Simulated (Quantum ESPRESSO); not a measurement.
SrO:

```
Sr O
1.0
     0.00000    2.56630    2.56630
     2.56630    0.00000    2.56630
     2.56630    2.56630    0.00000
Sr O
1 1
Direct
  0.50000 0.50000 0.50000
  0.00000 0.00000 0.00000
```

| Quantity | Value |
| --- | --- |
| Program | Quantum ESPRESSO 7.5 |
| Task | phonons |
| Functional | revPBE |
| Potentials or basis | GBRV 1.5 PBE |
| Cutoff | 612 eV |
| Density cutoff | 4898 eV |
| k mesh | 4 × 4 × 4, shifted |
| Occupations | fermi-dirac, width 0.05 eV |
| Spin | no spin polarisation |
| Mixing beta | 0.5 |
| Most SCF iterations | 120 |
| SCF threshold | 4e-10 Ry |

The cell and the atoms were relaxed first, to 17.97 Å³/atom (a = 3.704 Å, b = 3.704 Å, c = 3.704 Å, α = 60.00°, β = 60.00°, γ = 60.00°), and the response was taken there.

The first run showed a gap, so the response started from a second, tighter run with fixed occupations.

The run gives a transverse optical frequency of 179 cm⁻¹, an electronic dielectric constant of 3.70 and Born charges of ±2.43 e.

What are the longitudinal frequency and the static dielectric constant?

The longitudinal mode lies at 439 cm⁻¹, 260 cm⁻¹ over the transverse one, and the static constant is 22.41. The two agree with the Lyddane-Sachs-Teller relation: (439/179)² = 6.01 and 22.41/3.70 = 6.06.

Caveat: the potentials were made for another functional, which shifts forces and pressure.
